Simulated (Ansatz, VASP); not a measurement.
## Two plane-wave programs on CdTe

File INCAR:

```
SYSTEM = CdTe
  PREC = Accurate
  ENCUT = 520
  EDIFF = 1E-6
  ISMEAR = 0
  SIGMA = 0.05
  LREAL = .FALSE.
  LASPH = .TRUE.
  NELM = 80
  ALGO = Normal
  ISIF = 2
  LWAVE = .FALSE.
  LCHARG = .FALSE.
  GGA = PE
  NBANDS = 16
```

Contents of KPOINTS:

```
regular mesh
0
G
  8 8 8
  0 0 0
```

File POSCAR:

```
CdTe
1.0
    0.0000000000      3.2489095660      3.1189531833
    3.2489095660      0.0000000000      3.1189531833
    3.2489095660      3.2489095660      0.0000000000
Cd Te
1 1
Direct
    0.0000000000      0.0000000000      0.0000000000
    0.7500000000      0.7500000000      0.7500000000
```

Input for Ansatz:

```yaml
crystal:
  lattice:
    - [0.0, 3.248909566, 3.1189531833]
    - [3.248909566, 0.0, 3.1189531833]
    - [3.248909566, 3.248909566, 0.0]
  atoms:
    - { symbol: Cd, position: [0.0, 0.0, 0.0] }
    - { symbol: Te, position: [0.75, 0.75, 0.75] }
basis:
  ecutwfc: 420
kpoints:
  mp_grid: { grid: [8, 8, 8] }
hamiltonian:
  xc: pbe
scf:
  occupations: { method: gaussian, width: 0.05 }
output:
  forces: true
  stress: true
  eigenvalues: true
```

Alike in both runs: task single point; functional PBE; k mesh 8 × 8 × 8; occupations gaussian, width 0.05 eV; no spin polarisation.

|  | VASP | Ansatz |
| --- | --- | --- |
| version | VASP 6.6.1 | Ansatz 0.2.0 |
| potentials or method | VASP PAW PBE potentials, release 64 (Cd, Te) | scalar-relativistic, plane waves, PAW |
| plane-wave cutoff (eV) | 520 | 420 |
| valence electrons in the cell | 18 | 36 |

Ansatz gave:

| Item | Value |
| --- | --- |
| gap on the k mesh at the Fermi level (eV) | 0.78 |
| least direct gap on the mesh (eV) | 0.78 |
| pressure (GPa) | 4.2 |
| largest component of the traceless stress (GPa) | 0.32 |

Question: Estimate VASP's values.

Answer: gap on the k mesh at the Fermi level (eV): 0.78; least direct gap on the mesh (eV): 0.78; pressure (GPa): 4.4; largest component of the traceless stress (GPa): 0.31.

The two sets of potentials don't hold the same shells in valence.

Caveats: spin-orbit coupling is left out, which moves the levels of the heavy elements.
